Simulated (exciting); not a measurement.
## Yb: single point with RPBE

Yb:

```
CELL_PARAMETERS angstrom
0.00000 2.74310 2.74310
2.74310 0.00000 2.74310
2.74310 2.74310 0.00000
ATOMIC_POSITIONS crystal
Yb 0.00000 0.00000 0.00000
```

| Item | Value |
| --- | --- |
| Program | exciting (release sodium) |
| Task | single point |
| Functional | RPBE |
| Potentials or basis | all-electron LAPW+lo, shipped species files, valence relativity iora* |
| rgkmax | 9.5 |
| k mesh | 8 × 8 × 8 |
| Occupations | gaussian, width 0.02 eV |
| Spin | collinear spin, ferromagnetic start |
| outputlevel | normal |
| reducebf | 0.5 |
| gmaxvr (cutoff of density and potential) | 14 1/bohr |
| lmaxapw (and lmaxmat) | 10 |
| lmaxvr | 8 |
| nempty | 22 |
| Valence relativity | iora* |
| epsengy | 1e-05 Ha |
| epspot | 1e-05 Ha |
| maxscl | 90 |
| Muffin-tin radii | Yb 2.3 bohr |

The band gap on the k mesh is none (metal or under the smearing width) and the net moment is -0.02 μB per cell. The all electrons inside the program's atomic spheres are Yb 67.44 (radii Yb 2.3 bohr).

Levels at points of the mesh, in eV from the Fermi level:
Spin up:
| k point | band 10 | band 11 | band 12 | band 13 | band 14 | band 15 |
| --- | --- | --- | --- | --- | --- | --- |
| (0.00, 0.00, 0.00) | -0.29 | -0.29 | -0.29 | 2.80 | 2.80 | 2.80 |
| (0.50, 0.00, 0.00) | -0.30 | -0.30 | -0.29 | 0.12 | 2.60 | 2.60 |
| (0.50, 0.50, 0.00) | -0.32 | -0.31 | -0.31 | 0.32 | 1.29 | 6.01 |
Spin down:
```tsv
k point	band 10	band 11	band 12	band 13	band 14	band 15
(0.00, 0.00, 0.00)	-0.29	-0.29	-0.29	2.79	2.79	2.79
(0.50, 0.00, 0.00)	-0.30	-0.30	-0.29	0.09	2.59	2.59
(0.50, 0.50, 0.00)	-0.32	-0.31	-0.31	0.31	1.27	6.00
```

Wall time 2.5 min on 1 thread of Arm Neoverse V2 (shared host), peak memory 0.12 GiB.

Caveat: spin-orbit coupling is left out, which moves the levels of the heavy elements. The state reached can hang on the start; a lower one may exist.
